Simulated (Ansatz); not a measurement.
input.yaml

```yaml
crystal:
  lattice:
    - [4.1482051, 0.17144, -0.17144]
    - [0.17144, 4.1482051, -0.17144]
    - [-0.17144, -0.17144, 4.1482051]
  atoms:
    - { symbol: Cs, position: [-0.0336765206, -0.0336765206, 0.0336765206] }
    - { symbol: Br, position: [0.5336765206, 0.5336765206, 0.4663234794] }
basis:
  ecutwfc: 420
kpoints:
  mp_grid: { grid: [6, 6, 6] }
hamiltonian:
  xc: pbe
scf:
  occupations: { method: gaussian, width: 0.02 }
output:
  forces: true
  stress: true
  eigenvalues: true
  write_density: true
  write_potential: true
  elf: true
  volumetric_format: npy
```

Launched with
```bash
ansatz run input.yaml --threads 1 --pin off --max-ram 1331MiB --backend cpu --events-out ev --progress --plain --runs-dir out
```

Method: Ansatz 0.2.0, DFT PBE, scalar-relativistic, plane waves, PAW.

From the run's log, abridged:

```
Pseudopotentials: kind: paw
Pseudopotential: Cs, paw, valence charge 9, recommended cutoff 420 eV (normal)
Pseudopotential: Br, paw, valence charge 7, recommended cutoff 420 eV (normal)
Functional definition: PBE
Crystal: 2 atoms, lattice volume = 71.025 Å³
Basis set: ecut = 420 eV, 1347 PW (Γ), exchange–correlation on 60×60×60 points (8 copies of the dense FFT grid, shifted against one another)
Bands: 12, of which v1, the nominal top of the filled ones, is band 8 counted from 1 (7 counted from 0)
Symmetry: 6 space group operations
Space group: R3m (ITA 160), of the structure as read, at distance tolerance 4.1e-5 Å
k-points: 32 of 216 (time reversal used)
Initial density: superposition of atomic densities (neutral atoms: chi_scale 0, normalization atom), corrected by the library's trained network
Initial wavefunctions: pseudopotential atomic-orbital guess
Functional: x = pbe(κ = 0.804, μ = 0.21951497), c = pbe(β = 0.06672455)
SCF iter   1: F=—  HF=-8457.195895 eV  |F-HF|=—  |Δ(HF+E_count)|=         —  Δρ=4.74e-4  dr2=1.49e-4  ethr=1.77e-3  ⟨swp⟩=7.3  Hψ=2785  notcnv=0
SCF iter   2: F=—  HF=-8457.196142 eV  |F-HF|=—  |Δ(HF+E_count)|=   2.47e-4  Δρ=2.85e-4  dr2=7.31e-5  ethr=9.32e-7  ⟨swp⟩=3.3  Hψ=1192  notcnv=0
SCF iter   3: F=—  HF=-8457.196153 eV  |F-HF|=—  |Δ(HF+E_count)|=   1.14e-5  Δρ=1.57e-4  dr2=1.52e-5  ethr=4.57e-7  ⟨swp⟩=2.6  Hψ=583  notcnv=0
SCF iter   4: F=—  HF=-8457.196195 eV  |F-HF|=—  |Δ(HF+E_count)|=   4.17e-5  Δρ=3.32e-5  dr2=1.01e-6  ethr=9.47e-8  ⟨swp⟩=2.0  Hψ=640  notcnv=0
SCF iter   5: F=—  HF=-8457.196196 eV  |F-HF|=—  |Δ(HF+E_count)|=   7.17e-7  Δρ=1.93e-5  dr2=3.89e-7  ethr=6.28e-9  ⟨swp⟩=2.0  Hψ=609  notcnv=0
SCF iter   6: F=-8457.196195 eV  HF=-8457.196195 eV  |F-HF|=1.81e-9  |Δ(HF+E_count)|=   1.41e-7  Δρ=2.30e-6  dr2=5.00e-9  ethr=6.25e-10  ⟨swp⟩=7.0  Hψ=2597  notcnv=0
SCF 1 converged in 6 iterations: F = -8457.196195 eV  dr2 = 5.00e-9
SCF converged after 6 iterations
Free energy (F): -8457.196195 eV
Harris-Foulkes:  -8457.196195 eV  (|F-HF|=1.81e-9)
Internal energy: -8457.196195 eV  (E = F + TS)
E sigma→0 (E₀):  -8457.196195 eV
Fermi energy:    6.463400 eV
--- Per-component energies (eV) ---
  E_band       = -41.823127
  E_kinetic    = 279.635019
  E_local      = -388.429163  (includes V_loc(G=0)·N_el)
  E_nonlocal   = 100.765564
  E_hartree    = 115.862911
  E_xc         = -441.224836
  E_vxc        = -233.209952  (∫ρ·V_xc dr)
  E_paw        = -7313.361541  (= ΣΔE_a)
  E_vpaw       = -32.309283  (= ΣTr[D̂ρ^β])
  E_aug_tail   = -0.000002  (compensation charges beyond the density's cutoff)
  E_ewald      = -810.444148
  E_smearing   =  0.000000  (= −TS)
--- Forces (eV/Å), atoms counted from 1 ---
  atom   1  Cs     0.30778432     0.30778432    -0.30778432
  atom   2  Br    -0.30780005    -0.30780005     0.30780005
--- Stress (GPa, compression-positive) ---
        5.030331      -0.371651       0.371651
       -0.371651       5.030331       0.371651
        0.371651       0.371651       5.030331
  P = ⅓ Tr σ = 5.0303 GPa (50.303 kbar)
--- Band table (eV; the first three rows and the last of 32) ---
  k-point 0: bands = ["-15.5387", "-8.5417", "-2.1619", "-2.1619", "-2.0175", "3.8988", "3.8988", "3.9864", "8.9404", "9.1266", "9.1266", "13.2814"]
  k-point 1: bands = ["-15.5163", "-8.5631", "-2.2425", "-2.1237", "-2.0228", "3.4822", "3.8367", "3.9358", "9.2047", "9.5552", "9.8192", "13.1910"]
  k-point 2: bands = ["-15.4707", "-8.6100", "-2.4252", "-2.0446", "-1.9779", "2.8001", "3.7017", "3.8358", "9.4874", "10.9102", "11.1688", "12.4416"]
  k-point 31: bands = ["-15.3133", "-8.3532", "-2.7982", "-2.6020", "-2.6020", "2.6184", "2.6184", "2.7569", "11.4201", "12.9728", "12.9728", "14.4728"]
```

Self-consistency was reached.